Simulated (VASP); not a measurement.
Set up this calculation in VASP 6.6.1, as the native input.

* Task: single point
* Functional: PBE
* Potentials or basis: VASP PAW PBE potentials, release 64 (Pb_d, Te)
* Cutoff: 520 eV
* k mesh: 7 × 7 × 7
* Occupations: gaussian, width 0.012 eV
* Spin: no spin polarisation
* Further INCAR settings: ALGO = Fast; EDIFF = 1e-06

The structure of TePb lies in POSCAR:

```
TePb
1.0
    0.0000000000      3.2310000000      3.2310000000
    3.2310000000      0.0000000000      3.2310000000
    3.2310000000      3.2310000000      0.0000000000
Pb Te
1 1
Direct
    0.0000000000      0.0000000000      0.0000000000
    0.5000000000      0.5000000000      0.5000000000
```

One way to write it, as run:

INCAR

```
PREC     = Accurate       # precision mode
ENCUT    = 520            # plane-wave cutoff, eV
EDIFF    = 1E-6           # SCF threshold, eV
ISMEAR   = 0              # smearing method
SIGMA    = 0.012          # smearing width, eV
LREAL    = False          # projectors in reciprocal space
LASPH    = True           # aspherical terms in the spheres
NELM     = 60             # most SCF steps
ALGO     = Fast           # electronic algorithm
ISIF     = 2              # what is computed and relaxed
LWAVE    = False          # write WAVECAR
LCHARG   = False          # write CHGCAR
GGA      = PE             # functional
```

KPOINTS

```
regular mesh
0
Gamma
  7 7 7
```

Potentials or basis: VASP PAW PBE potentials, release 64 (Pb_d, Te).

Command:

```console
$ cat potpaw_PBE.64/Pb_d/POTCAR potpaw_PBE.64/Te/POTCAR > POTCAR
$ mpirun -np 1 vasp_std > vasp.out
```

It gave:

* Pressure: 2.1 GPa

Run time: 20 s on 1 thread of Intel(R) Xeon(R) 6975P-C (Granite Rapids), with other jobs on the host, peak memory 0.19 GiB.
